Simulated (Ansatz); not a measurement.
Ansatz input

```yaml
crystal:
  lattice:
    - [-4.1179761944, 4.1286419166, 1.7755038433]
    - [4.1286419166, -4.1179761944, 1.7755038433]
    - [2.2980927257, 2.2980927257, -1.7559695534]
  atoms:
    - { symbol: La, position: [0.9988636499, 0.0011363501, 0.0], spin: 1.0 }
    - { symbol: La, position: [0.7511363501, 0.2488636499, 0.5], spin: 1.0 }
hamiltonian:
  xc: mr2scan
  pseudopotentials:
    kind: paw
    azcp:
      La: "pseudopotentials/La.paw.azcp"
basis:
  ecutwfc: 500
  fft_grid_basis: typed
kpoints:
  mp_grid: { grid: [11, 11, 11], shift: [0, 0, 0] }
magnetization:
  spin_polarized: true
scf:
  occupations: { method: fermi_dirac, width: 0.05 }
  lower_state_search: "off"
output:
  stress: true
```

Output

```
Engine: ansatz 0.2.0, x86_64-unknown-linux-gnu
Pseudopotentials: kind: paw
Pseudopotential: La, paw, valence charge 11, recommended cutoff 500 eV (meta_gga) 
Functional definition: m-r2SCAN
  exchange = m_r2scan_x
  correlation = m_r2scan_c
Crystal: 2 atoms, lattice volume = 67.451 Å³
Basis set: ecut = 500 eV, 1713 PW (Γ), exchange–correlation on 180×180×108 points (64 copies of the dense FFT grid, shifted against one another)
Bands: 16, of which v1, the nominal top of the filled ones, is band 11 counted from 1 (10 counted from 0)
Symmetry: 4 space group operations
Space group: C2/c (ITA 15), of the structure as read, at distance tolerance 4.1e-5 Å
Magnetic group: BNS 15.85 (UNI 92), of the structure as read, at distance tolerance 4.1e-5 Å
k-points: 366 of 1331
Non-local potential: La, projectors of the file, l = 0: 3, l = 1: 2, l = 2: 2, l = 3: 3
PAW form: soft (Blöchl's): semilocal exchange-correlation on the pseudo side does not see the compensation charge
PAW frozen core: La, regenerated for the run's functional (the file was generated under x = pbe(κ = 0.804, μ = 0.2195149727645171), c = pbe(β = 0.06672455060314922))
PAW one-centre angular grid: La, 974 points (default); XC on 160 Gauss nodes
Initial density: superposition of atomic densities (chi_scale 0.1, normalization cell)
Starting moments: Σ|m| = 2 μB on 2 of 2 sites
Initial wavefunctions: pseudopotential atomic-orbital guess
Functional: x = mr2scan, c = mr2scan; τ floored in thin density (d = 2e-4 eV/Å³)
SCF iter   1: F=-12528.975597 eV  HF=-12529.156480 eV  |F-HF|=1.81e-1  |Δ(HF+E_count)|=         —  Δρ=3.20e-2 (↑3.20e-2 ↓1.51e-2)  dr2=6.98e-1  dr2_τ=6.02e-3  dr2_m=2.43e-1  M=0.804 μB ∫|m|=0.804 μB  β_m=0.30  ethr=3.10e-3  ⟨swp⟩=5.8  Hψ=65568  notcnv=0
spin=Collinear: Kerker preconditioning applied to the charge; magnetization (m = ρ↑ − ρ↓) channel mixes plain (no charge-response kernel on spin).
SCF iter   2: F=-12529.098968 eV  HF=-12529.242229 eV  |F-HF|=1.43e-1  |Δ(HF+E_count)|=   8.57e-2  Δρ=2.30e-2 (↑2.30e-2 ↓1.12e-2)  dr2=3.73e-1  dr2_τ=2.64e-3  dr2_m=1.26e-1  M=0.745 μB ∫|m|=0.745 μB  β_m=0.30  ethr=3.10e-3  ⟨swp⟩=3.2  Hψ=26764  notcnv=0  defer=4  κ⁻¹=1.0e0(r=1)
SCF iter   3: F=-12529.210824 eV  HF=-12529.149186 eV  |F-HF|=6.16e-2  |Δ(HF+E_count)|=   9.30e-2  Δρ=1.05e-2 (↑1.05e-2 ↓9.79e-3)  dr2=4.72e-3  dr2_τ=1.00e-3  dr2_m=6.26e-2  M=0.692 μB ∫|m|=0.692 μB  β_m=0.30  ethr=1.70e-3  ⟨swp⟩=5.9  Hψ=32784  notcnv=0  defer=15  κ⁻¹=5.1e-3(r=2)
SCF iter   4: F=-12529.215980 eV  HF=-12529.182188 eV  |F-HF|=3.38e-2  |Δ(HF+E_count)|=   3.30e-2  Δρ=7.54e-3 (↑7.54e-3 ↓7.46e-3)  dr2=2.42e-3  dr2_τ=2.32e-4  dr2_m=3.42e-2  M=0.634 μB ∫|m|=0.634 μB  β_m=0.30  ethr=2.15e-5  ⟨swp⟩=3.6  Hψ=32446  notcnv=0  defer=24  κ⁻¹=3.0e-4(r=3)
SCF iter   5: F=-12529.219621 eV  HF=-12529.200244 eV  |F-HF|=1.94e-2  |Δ(HF+E_count)|=   1.81e-2  Δρ=5.56e-3 (↑5.53e-3 ↓5.56e-3)  dr2=5.82e-5  dr2_τ=1.22e-4  dr2_m=1.90e-2  M=0.579 μB ∫|m|=0.579 μB  β_m=0.30  ethr=1.10e-5  ⟨swp⟩=3.5  Hψ=30411  notcnv=0  defer=12  κ⁻¹=4.5e-5(r=4)
SCF iter   6: F=-12529.222234 eV  HF=-12529.209936 eV  |F-HF|=1.23e-2  |Δ(HF+E_count)|=   9.69e-3  Δρ=4.22e-3 (↑4.22e-3 ↓4.18e-3)  dr2=3.37e-5  dr2_τ=6.43e-5  dr2_m=1.09e-2  M=0.531 μB ∫|m|=0.531 μB  β_m=0.30  ethr=2.64e-7  ⟨swp⟩=2.0  Hψ=22433  notcnv=0  κ⁻¹=7.1e-6(r=5)
SCF iter   7: F=-12529.224406 eV  HF=-12529.216532 eV  |F-HF|=7.87e-3  |Δ(HF+E_count)|=   6.60e-3  Δρ=3.23e-3 (↑3.21e-3 ↓3.23e-3)  dr2=9.01e-6  dr2_τ=3.34e-5  dr2_m=6.42e-3  M=0.486 μB ∫|m|=0.486 μB  β_m=0.81  ethr=1.53e-7  ⟨swp⟩=2.6  Hψ=27409  notcnv=0  defer=1
...
iter 17 did not close the SCF: its close was put off for a magnetic moment that had not settled (scf_convergence_deferred on its scf_iter line)
SCF iter  17: F=-12529.236328 eV  HF=-12529.236328 eV  |F-HF|=2.16e-9  |Δ(HF+E_count)|=   3.43e-8  Δρ=7.88e-7 (↑7.11e-7 ↓7.88e-7)  dr2=7.48e-10  dr2_τ=1.53e-11  dr2_m=1.45e-10  M=-0.000 μB ∫|m|=0.000 μB  β_m=0.71  ethr=2.08e-11  ⟨swp⟩=4.0  Hψ=33103  notcnv=0  κ⁻¹=1.2e-6(r=8)
SCF iter  18: F=-12529.236328 eV  HF=-12529.236328 eV  |F-HF|=3.18e-10  |Δ(HF+E_count)|=   1.72e-9  Δρ=2.74e-7 (↑2.74e-7 ↓2.38e-7)  dr2=5.11e-11  dr2_τ=1.62e-12  dr2_m=1.35e-11  M=-0.000 μB ∫|m|=0.000 μB  ethr=3.40e-12  ⟨swp⟩=1.5  Hψ=40546  notcnv=0
WARN: the starting moments were not kept: the SCF closed with an absolute magnetisation of 4.4e-5 μB, where they sum to 2 μB in size (2 sites). That is at most 0.1 of that sum. Measured as dr2_m measures the in/out step, that magnetisation stands 9.1e-11 eV from none, at or under the dr2_threshold of 1.0e-7 eV: it is no larger than a step whose dr2_m would equal this threshold. The system may hold no moment; this SCF shows only that its start led to no more than that. To try another start: raise the starting moments (crystal.atoms[].spin, magnetization.per_species, magnetization.initial_magnetization, or on a non-collinear deck that types none of these the spinor_matrix: blocks that start its atoms; where the total moment is fixed, keep their sum and leave initial_magnetization as it is; typed ones take the place of any that the run laid by itself, positive ones on a crystal's lanthanoids without a Hubbard term where scf.initial_density.shell_occupations: [] is typed) or, if the notice of its spin-set hold's release reads "site moments contracting" or "site moments show no strong build", lengthen the hold (scf.mixing.spin_hold: { on: { confirm: 4 } }; for m-r²SCAN on two components see the key's manual first). Each may lead to a state that holds a moment. A second SCF, from the converged charge density, with the starting moments and any scf.initial_density.shell_occupations laid on it anew, would have followed, and was not run: the deck does not ask for one (magnetization.retry_lost_moments is false, the default). To let it run, set magnetization.retry_lost_moments: true and run the deck again, where that key's refused combinations let it; where memory then withholds it, that run's warning says so.
SCF 1 converged in 18 iterations: F = -12529.236328 eV  dr2 = 5.11e-11
this state was not tested for a lower state beside it, because the mixer in use, unlike msr1, does not test its closes by its own steps (another_mixer; see scf.mixing.algorithm and scf.lower_state_search)
SCF converged after 18 iterations
Magnetization: -0.0000 μB (11.0000 up, 11.0000 down)
Absolute magnetization: 0.0000 μB (∫|ρ↑−ρ↓|, with the PAW one-centre terms)
Spin contamination: 0.0000 ħ² per cell (⟨S²⟩ above its minimum at these occupations)
Per-site moments (μB) at R_I (Å): [(-3.7015512764075547e-7, 1.414487389780321), (-3.701551276584118e-7, 1.414487389780321)]
Free energy (F): -12529.236328 eV
Harris-Foulkes:  -12529.236328 eV  (|F-HF|=3.18e-10)
Internal energy: -12529.210809 eV  (E = F + TS)
E sigma→0 (E₀):  -12529.223569 eV
Entropy (-TS):   -0.025520 eV (-12.760 meV/atom)
Fermi energy:    12.383146 eV
--- Per-component energies (eV) ---
  E_band       = -72.689983
  E_kinetic    = 389.566283
  E_local      = -601.866602  (includes V_loc(G=0)·N_el)
  E_nonlocal   = 185.746645
  E_hartree    = 191.788531
  E_xc         = -265.575136
  E_vxc        = -323.296413  (∫ρ·V_xc dr)
  E_paw        = -10873.656809  (= ΣΔE_a)
  E_vpaw       = -123.293667  (= ΣTr[D̂ρ^β])
  E_aug_tail   = 0.000000  (compensation charges beyond the density's cutoff)
  E_vtau       = 16.876789  (kinetic-family band-sum trace: ∫τ·v_τ [+ j·A + Jᵃ·Aᵃ] dr)
  E_ewald      = -1555.350745
  E_core_change = 0.137025  (= ΣΔE_core)
  E_smearing   = -0.025520  (= −TS)
  E_closure    = 0.000000  (closes the sum)
  Σ components = -12529.236328   (vs F -12529.236328, Δ=0.00e0)
--- Stress (GPa, compression-positive) ---
        2.191803       0.011771      -0.107837
        0.011771       2.191803      -0.107837
       -0.107837      -0.107837       2.455171
  P = ⅓ Tr σ = 2.2796 GPa (22.796 kbar)
```

Launched by

```sh
ansatz run input.yaml --threads 2 --pin off --max-ram 6144MiB --backend cpu --events-out ev --progress --plain --runs-dir out
```

On 2 threads of Intel(R) Xeon(R) 6975P-C (Granite Rapids) (shared host) this took about 53 s of wall time and 100 s of CPU time, with 1.3 GiB at the peak.
